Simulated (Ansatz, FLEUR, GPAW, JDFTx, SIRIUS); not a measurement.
# Mo: energy against volume and a worked fit

```cif
data_structure
_symmetry_space_group_name_H-M 'P 1'
_symmetry_Int_Tables_number 1
_cell_length_a 2.7432
_cell_length_b 2.7432
_cell_length_c 2.7432
_cell_angle_alpha 109.471
_cell_angle_beta 109.471
_cell_angle_gamma 109.471
_cell_volume 15.89
loop_
_atom_site_label
_atom_site_type_symbol
_atom_site_fract_x
_atom_site_fract_y
_atom_site_fract_z
_atom_site_occupancy
Mo1 Mo 0.00000 0.00000 0.00000 1
```

The cell was scaled at fixed shape and fractions and run with SIRIUS, PseudoDojo 0.4.1 PBEsol standard (scalar relativistic), cutoff 1102 eV; PBEsol, k mesh 12 × 12 × 12 on the cell of 1 atom, fermi-dirac occupations of 0.05 eV, no spin polarisation, no spin-orbit coupling. Energies are those that the program minimises, any entropy of the smearing included. For a metal such a mesh isn't converged to the digits shown.

```csv
V (Å³/atom),energy over the lowest row (meV/atom)
14.9381,9.20
15.2560,0.00
15.5738,2.78
15.8916,?
16.2095,39.44
16.5273,71.20
16.8451,110.68
```

Fit the third-order Birch-Murnaghan form, give V0, B0 and B′, and predict the energy left open.

With y = (V0/V)^(2/3), E = E0 + (9 V0 B0/16) [(y - 1)³ B′ + (y - 1)² (6 - 4y)]. Least squares through the rows shown give V0 = 15.3364 Å³/atom, E0 = -0.38 meV, B0 = 283.2 GPa (1 eV/Å³ = 160.218 GPa) and B′ = 4.31, with a largest miss of 0.02 meV. At V = 15.8916 the form with these constants gives 16.30 meV; the run gave 16.30 meV an atom. Other set-ups at this level, from all their volumes (Å³/atom, GPa): FLEUR, all-electron, FLAPW: V0 15.319, B0 282.7; GPAW, PAW data sets generated for this functional: V0 15.296, B0 280.6; JDFTx, PseudoDojo-SR-PBEsol-0.4.1-standard: V0 15.342, B0 282.8; Ansatz, all-electron LAPW, scalar-relativistic: V0 15.319, B0 283.3. Measured volume: 15.59 Å³/atom at 298.15 K (a printed reference work), so the fit lies -1.6 % from it. The runs are for a static lattice.
